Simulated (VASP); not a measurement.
**A VASP 6.6.1 single-point calculation on GaP**

INCAR

```
LREAL = .FALSE.
IBRION = -1
PREC = Accurate
ISMEAR = -1
EDIFF = 1E-7
NBANDS = 21
LWAVE = .FALSE.
ISIF = 2
LASPH = .TRUE.
LCHARG = .FALSE.
MAGMOM = -0.5 0.5
NSW = 0
ENCUT = 520
SIGMA = 0.02
NELM = 120
GGA = PE
ISPIN = 2
```

KPOINTS

```
KPOINTS created by Atomic Simulation Environment
0
Gamma
8 8 8
0 0 0
```

POSCAR

```
Ga P
 1.0000000000000000
     0.0000000000000000    2.6572643123000002    2.7830825241000001
     2.6572643123000002    0.0000000000000000    2.7830825241000001
     2.6572643123000002    2.6572643123000002    0.0000000000000000
 Ga  P
   1   1
Cartesian
  0.0000000000000000  0.0000000000000000  0.0000000000000000
  1.3286321561500001  1.3286321561500001  1.3915412620500001
```

The recommended PBE PAW datasets give the neutral cell 18 valence electrons.

Command

```
mpirun -np 1 vasp_std
```

OSZICAR

```
N       E                     dE             d eps       ncg     rms          rms(c)
DAV:   1     0.104132597237E+03    0.10413E+03   -0.82975E+03  5587   0.125E+03
DAV:   2     0.157037552905E+01   -0.10256E+03   -0.93849E+02  5337   0.317E+02
DAV:   3    -0.905676663518E+01   -0.10627E+02   -0.10512E+02  5852   0.673E+01
DAV:   4    -0.927381314041E+01   -0.21705E+00   -0.21688E+00  5890   0.991E+00
DAV:   5    -0.927642515903E+01   -0.26120E-02   -0.26119E-02  5954   0.109E+00    0.542E+00
DAV:   6    -0.909491166364E+01    0.18151E+00   -0.27904E-01  7383   0.853E+00    0.314E+00
DAV:   7    -0.907054271276E+01    0.24369E-01   -0.84223E-02  6610   0.238E+00    0.182E+00
DAV:   8    -0.907355641242E+01   -0.30137E-02   -0.16043E-02  5911   0.110E+00    0.760E-01
DAV:   9    -0.907405190264E+01   -0.49549E-03   -0.27548E-03  6028   0.385E-01    0.276E-01
DAV:  10    -0.907419963123E+01   -0.14773E-03   -0.45370E-04  6651   0.174E-01    0.728E-02
DAV:  11    -0.907427259903E+01   -0.72968E-04   -0.54013E-05  5957   0.860E-02    0.373E-02
DAV:  12    -0.907433176303E+01   -0.59164E-04   -0.42696E-05  5419   0.336E-02    0.169E-02
DAV:  13    -0.907434357877E+01   -0.11816E-04   -0.10862E-05  5747   0.189E-02    0.536E-03
DAV:  14    -0.907434386449E+01   -0.28571E-06   -0.41887E-07  5938   0.363E-03    0.179E-03
DAV:  15    -0.907434400041E+01   -0.13592E-06   -0.13010E-07  5545   0.190E-03    0.133E-03
DAV:  16    -0.907434402031E+01   -0.19907E-07   -0.19296E-08  4395   0.859E-04
   1 F= -.90743440E+01 E0= -.90743440E+01  d E =-.171013E-11  mag=    -0.0000
```

Standard output (part)

```
POSCAR found type information on POSCAR GaP
 POSCAR found :  2 types and       2 ions
 LDA part: xc-table for (Slater+PW92), standard interpolation
 POSCAR, INCAR and KPOINTS ok, starting setup
 WAVECAR not read
 entering main loop
```

It converged. Results: pressure 5.2 GPa; magnetic moment of the cell 0.00 μB.

For comparison, a separate PBE run of the intended cell, on usual settings and not on those above, gives a gap of 1.36 eV on its mesh and a pressure of 5.2 GPa.

The run above took about 2.1 min on one core of a shared host (Intel Xeon Platinum 8488C) and held 0.23 GiB at most.
